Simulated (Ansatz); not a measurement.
# Bi2Te3: the cost of one run

Computed with Ansatz 0.2.0 (DFT LDA, scalar-relativistic, unless a step's input says otherwise).

## (1) The system as given

The structure is trigonal, space group R3m (No. 160). Conventional cell: a = 4.417 Å, b = 4.417 Å, c = 29.840 Å, α = 90.00°, β = 90.00°, γ = 120.00°. Bi (site symmetry 3m) is surrounded by 3 Te at 3.03 Å and 3 Bi at 3.43 Å. Bi (site symmetry 3m) has 3 Te at 3.27 Å and 3 Bi at 3.43 Å as nearest neighbours. Te (site symmetry 3m) has 6 Te at 3.04 to 3.45 Å as nearest neighbours. Te (site symmetry 3m) is surrounded by 3 Bi at 3.03 Å and 3 Te at 3.45 Å. Te (site symmetry 3m) has 3 Te at 3.04 Å and 3 Bi at 3.27 Å as nearest neighbours.

Structure file:

```cif
data_structure
_symmetry_space_group_name_H-M 'R3m:H'
_symmetry_Int_Tables_number 160
_cell_length_a 4.4170
_cell_length_b 4.4170
_cell_length_c 29.8400
_cell_angle_alpha 90.000
_cell_angle_beta 90.000
_cell_angle_gamma 120.000
_cell_volume 504.18
loop_
_atom_site_label
_atom_site_type_symbol
_atom_site_symmetry_multiplicity
_atom_site_Wyckoff_symbol
_atom_site_fract_x
_atom_site_fract_y
_atom_site_fract_z
_atom_site_occupancy
Bi1 Bi 3 a 0.66667 0.33333 0.14533 1
Bi2 Bi 3 a 0.33333 0.66667 0.06867 1
Te1 Te 3 a 0.33333 0.66667 0.27767 1
Te2 Te 3 a 0.00000 0.00000 0.20000 1
Te3 Te 3 a 0.00000 0.00000 0.00000 1
```

The file gives the conventional cell by its symmetry; the runs use the cell typed in the input.

Structure: COD 9012858, as refined from experiment and not relaxed.

Atoms are numbered in the order of the input: Bi1, Bi2, Te3, Te4, Te5.

## (2) All-electron LAPW

input.yaml reads:

```yaml
crystal:
  lattice:
    - [2.2085012539, 1.2750787934, 9.94667]
    - [-2.2085012539, 1.2750787934, 9.94667]
    - [0.0, -2.5501575869, 9.94667]
  atoms:
    - { symbol: Bi, position: [0.812, 0.812, 0.812] }
    - { symbol: Bi, position: [0.402, 0.402, 0.402] }
    - { symbol: Te, position: [0.611, 0.611, 0.611] }
    - { symbol: Te, position: [0.2, 0.2, 0.2] }
    - { symbol: Te, position: [0.0, 0.0, 0.0] }
kpoints:
  mp_grid: { grid: [8, 8, 8] }
  band_path:
    path:
      - [0.0, 0.0, 0.0]
      - [0.5, 0.5, 0.5]
      - [0.8223779553, 0.1776220447, 0.5]
      - [0.5, -0.1776220447, 0.1776220447]
      - [0.5, 0.0, 0.0]
      - [0.0, 0.0, 0.0]
      - [0.3388110223, -0.3388110223, 0.0]
      - [0.6611889777, 0.0, 0.3388110223]
      - [0.5, 0.0, 0.5]
    npoints: 14
scf:
  occupations: { method: fermi_dirac, width: 0.08 }
hamiltonian:
  xc: lda
  pseudopotentials: { kind: all_electron, lapw: { basis_error: 0.001 } }
output:
  forces: true
  stress: true
  eigenvalues: true
  populations: true
  dos: { projected: true, de: 0.2, e_range: [-14, 8] }
```

Command:

```bash
> ansatz run input.yaml --threads 2 --pin off --max-ram 8192MiB --backend cpu --events-out ev --progress --plain --runs-dir out
```

What time and memory should one allow on 2 threads of Arm Neoverse V1, shared host?

About 4.5 min, with a peak of 1.1 GiB.
